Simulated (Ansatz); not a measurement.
**Al2Pt: biaxial strain in the a-b plane**

How does Al2Pt answer biaxial strain in the a-b plane between -4.5 and +4.5 %? At each strain the length and tilt of c and the atoms relax, within the symmetry that is left.

Method: DFT PBEsol, scalar-relativistic, plane waves, PAW, in Ansatz 0.2.0.

### 1 Starting point

Symmetry: Fm-3m, No. 225, cubic system. Conventional cell: a = 5.897 Å, b = 5.897 Å, c = 5.897 Å, α = 90.00°, β = 90.00°, γ = 90.00°. Around Al (site symmetry -43m) lie 4 Pt at 2.55 Å. Pt (site symmetry m-3m) has 8 Al at 2.55 Å in its first shell of neighbours.

Coordinates:

```
CELL_PARAMETERS angstrom
2.94826 2.94826 0.00000
-2.94826 2.94826 0.00000
0.00000 0.00000 5.89651
ATOMIC_POSITIONS crystal
Al 0.00000 0.50000 0.75000
Al 0.50000 0.00000 0.75000
Al 0.50000 0.00000 0.25000
Al 0.00000 0.50000 0.25000
Pt 0.00000 0.00000 0.00000
Pt 0.50000 0.50000 0.50000
```

The unstrained cell was computed beforehand with the same settings: E(σ→0) = -26871.0225 eV for 6 atoms, gap none (metal).

### 2 At -1.5 %

File input.yaml:

```yaml
crystal:
  lattice:
    - [2.9040334351, 2.9040334351, 0.0]
    - [-2.9040334351, 2.9040334351, 0.0]
    - [0.0, 0.0, 5.9495832204]
  atoms:
    - { symbol: Al, position: [0.0, 0.5, 0.75] }
    - { symbol: Al, position: [0.5, 0.0, 0.75] }
    - { symbol: Al, position: [0.5, 0.0, 0.25] }
    - { symbol: Al, position: [0.0, 0.5, 0.25] }
    - { symbol: Pt, position: [0.0, 0.0, 0.0] }
    - { symbol: Pt, position: [0.5, 0.5, 0.5] }
basis:
  ecutwfc: 420
kpoints:
  mp_grid: { grid: [8, 8, 6] }
hamiltonian:
  xc: pbesol
scf:
  occupations: { method: gaussian, width: 0.1 }
output:
  forces: true
  stress: true
  eigenvalues: true
relax:
  adjacent_minimum: "off"
  f_tol: 0.008
  max_steps: 40
  cell: { stress_tol: 0.015, fix: [a, b, gamma] }
```

On the command line:

```sh
$ ansatz run input.yaml --threads 1 --pin off --max-ram 2560MiB --backend cpu --events-out ev --progress --plain --runs-dir out
```

The session goes on with these runs: strain +1.5 %; strain -3.0 %; the cell strained by +3.0 %; the cell strained by -4.5 %; At +4.5 %.

What does the calculation give? Wanted: strain of the free axis c per applied strain.

As calculated:

| quantity | value |
| --- | --- |
| largest energy cost | 32.8 meV/atom at +4.5 % |
| strain of the free axis c per applied strain | -1.30 |

In words: One stiffness does not describe the range: the innermost pair gives (1/V) d²E/dε² = 254 GPa and a cubic fit over all points 300 GPa. The free axis c moves against the applied strain (factor -1.30). Spin-orbit coupling is left out for Pt.
